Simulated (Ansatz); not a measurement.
# Sr: the cost of one run

Program: Ansatz 0.2.0. Level of theory: DFT PBE, scalar-relativistic. These are calculated values, not measurements.

The COD cell was measured well above room temperature, so it is larger than a cold one.

1 further run of the same task is left out (it didn't finish).

## (1) Starting point

It takes space group Im-3m (No. 229, cubic). The conventional cell has a = 4.850 Å, b = 4.850 Å, c = 4.850 Å, α = 90.00°, β = 90.00°, γ = 90.00°. Sr (site symmetry m-3m) is surrounded by 8 Sr at 4.20 Å.

As a file:

```
CELL_PARAMETERS angstrom
-2.42500 2.42500 2.42500
2.42500 -2.42500 2.42500
2.42500 2.42500 -2.42500
ATOMIC_POSITIONS crystal
Sr 0.00000 0.00000 0.00000
```

## (2) The deformed structure

Space group Im-3m before, I4/mmm after.

## (3) LAPW, all electrons

input.yaml reads:

```yaml
crystal:
  lattice:
    - [-2.475005261, 2.475005261, 2.328]
    - [2.475005261, -2.475005261, 2.328]
    - [2.475005261, 2.475005261, -2.328]
  atoms:
    - { symbol: Sr, position: [0.0, 0.0, 0.0] }
kpoints:
  mp_grid: { grid: [12, 12, 12] }
scf:
  occupations: { method: fermi_dirac, width: 0.05 }
hamiltonian:
  xc: pbe
  pseudopotentials: { kind: all_electron, lapw: { basis_error: 0.00025 } }
output:
  forces: true
  stress: true
  eigenvalues: true
```

Started as:

```console
$ ansatz run input.yaml --threads 1 --pin off --max-ram 2048MiB --backend cpu --events-out ev --progress --plain --runs-dir out
```

Q: Estimate wall time and peak memory on 1 thread of Arm Neoverse N1, shared host.

About 14 s, with a peak of 0.28 GiB.
